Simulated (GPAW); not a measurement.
Set up this calculation in GPAW 26.7.0, as an ASE script.

- Task: band structure
- Functional: LDA
- Potentials or basis: the program's PAW data sets (release 1.2.1) made for this functional
- Cutoff: 800 eV
- Basis: pw
- k mesh: 10 × 10 × 10
- Occupations: fermi-dirac, width 0.05 eV
- Spin: no spin polarisation
- Maxiter: 150
- Band path: GXWKGLUWLK,UX
- Band points: 100

The structure of BAs lies in BAs.xyz:

```xyz
2
Lattice="0.0000000000 2.3885000000 2.3885000000 2.3885000000 0.0000000000 2.3885000000 2.3885000000 2.3885000000 0.0000000000" Properties=species:S:1:pos:R:3 pbc="T T T"
As     3.5827500000      3.5827500000      3.5827500000
B      0.0000000000      0.0000000000      0.0000000000
```

These files were run (other wordings do the same):

run.py

```python
from ase.dft.bandgap import bandgap
from ase.io import read, write
from ase.units import Bohr, GPa
from gpaw import GPAW, PW
from gpaw.elf import elf_from_dft_calculation

atoms = read('BAs.xyz')

calc = GPAW(mode=PW(800),
            xc='LDA',
            kpts={'size': (10, 10, 10), 'gamma': True},
            occupations={'name': 'fermi-dirac', 'width': 0.05},
            nbands=11,
            convergence={'density': 1e-05, 'energy': 1e-05},
            maxiter=150,
            txt='gpaw.txt')
atoms.calc = calc
energy = atoms.get_potential_energy()
forces = atoms.get_forces()
stress = atoms.get_stress()
calc.write('gs.gpw')
write('result.traj', atoms)
print(f'Energy: {energy:.6f} eV')
print('Forces (eV/A):')
print(forces.round(4))
print('Stress (GPa):', (stress / GPa).round(3))
print('Fermi level:', round(calc.get_fermi_level(), 4), 'eV')
print(f'Gap: {bandgap(calc)[0]:.4f} eV, direct: {bandgap(calc, direct=True)[0]:.4f} eV')

# fields on the real-space grid
write('density.cube', atoms, data=calc.get_pseudo_density() * Bohr**3)
write('potential.cube', atoms, data=calc.get_electrostatic_potential())
write('elf.cube', atoms, data=elf_from_dft_calculation(calc).data)

path = atoms.cell.bandpath('GXWKGLUWLK,UX', npoints=100, eps=1e-4)
bs_calc = calc.fixed_density(kpts=path, symmetry='off', nbands=19,
                             convergence={'bands': 'CBM+6.0', 'eigenstates': 1e-6}, txt='bands.txt')
bs = bs_calc.band_structure()
bs.write('bs.json')
print(f'Gap on the path: {bandgap(bs_calc)[0]:.4f} eV')
```

Potentials or basis: the program's PAW data sets (release 1.2.1) made for this functional, pw.

Run with:

```sh
$ OMP_NUM_THREADS=1 python run.py
```

It gave:

The pressure is -3.4 GPa and the band gap on the k mesh is 1.13 eV, indirect (least direct gap 3.27 eV). The band gap along the path is 1.13 eV, indirect (least direct gap 3.27 eV).

Wall time 19 s on 1 thread of Intel(R) Xeon(R) 6975P-C (Granite Rapids), on a shared host, peak memory 0.25 GiB.
